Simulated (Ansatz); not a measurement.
WS2 (2H monolayer), computed twice by G0W0.

The cell holds 3 atoms: 1 W and 2 S. Its edges and angles: a = 3.159 Å, b = 3.159 Å, c = 29.500 Å, α = 90.0°, β = 90.0°, γ = 120.0°. Vacuum lies along c.

```xyz
3
Lattice="3.1594 0.0000 0.0000 -1.5797 2.7361 0.0000 0.0000 0.0000 29.5000" Properties=species:S:1:pos:R:3
W     0.0000    1.8241   14.7500
S     1.5797    0.9120   16.3261
S     1.5797    0.9120   13.1739
```

The structure was relaxed with PBE-D3(BJ). The runs that relaxed it are not among those shown. Spin-orbit coupling is left out unless a run names it. PAW set soft_2, made with PBE.

The first (Ansatz 0.2.0; start PBE, 9×9×1 mesh, 339 empty bands, screening to 70 eV; 1 × NVIDIA H100 80GB HBM3 (shared by 6 runs) with 3 threads of AMD EPYC 7R13 (Zen 3), shared host) gave, on its mesh: starting gap 1.92 eV, G0W0 gap 2.75 eV, mean of 1 + 4πα/V (set by the cell height) 2.80, 31 s.

The second gave: starting gap 1.92 eV, G0W0 gap 2.77 eV, mean of 1 + 4πα/V (set by the cell height) 2.81, 23 s.

**Question.** What was changed in the input? Choose among start, files, mesh, bands and cutoff, frequency model or another key.

Changed: empty bands from 339 to 135 and screening cutoff (eV) from 70.0 to 38. The starting gap stayed, which rules out the functional and points to the GW step. Other changes could give like numbers; this is the one that was made.

Limits: not at the basis limit; coarse mesh for a sheet; no spin-orbit coupling.

[Paths, hosts, dates, memory and timing lines, banners, echoed tables and standing remarks are left out of the program output.]

[Logs are printed without paths, hosts, clocks, repeated set-up lines and the standing remarks that a program may print on its own settings, such as how far it seeks lower states.]

[Runs of the session that timed out or met a known fault of the program may be left out.]

[Cells called generated may have been cut or substituted from an entry of the Crystallography Open Database or the Materials Project.]

[Hosts, paths, dates, database ids (printed as entryN), source tags and the programs' standing remarks are cut or masked in the printed files.]
